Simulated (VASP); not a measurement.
Crystal: GaP.

```
CELL_PARAMETERS angstrom
0.00000 2.72525 2.72525
2.72525 0.00000 2.72525
2.72525 2.72525 0.00000
ATOMIC_POSITIONS crystal
Ga 0.00000 0.00000 0.00000
P 0.75000 0.75000 0.75000
```

Base run:

```yaml
Program: VASP 6.6.1
Functional: revTPSS
Potentials_or_basis: VASP PAW PBE potentials, release 64 (Ga_d, P)
Cutoff: 520 eV
k_mesh: 8 × 8 × 8
Occupations: fermi-dirac, width 0.05 eV
Spin: no spin polarisation
```

Its results: band gap on the k mesh 1.58 eV, indirect (least direct gap 1.99 eV); pressure 0.2 GPa.

The run is repeated on the same cell with these changes: functional from revTPSS to TPSS. What comes out?

Band gap on the k mesh 1.69 eV, indirect (least direct gap 2.01 eV); pressure 1.4 GPa.

Caveats: the PAW data sets were made with another functional, which shifts forces and pressure a little.

A k mesh can miss the band edges.
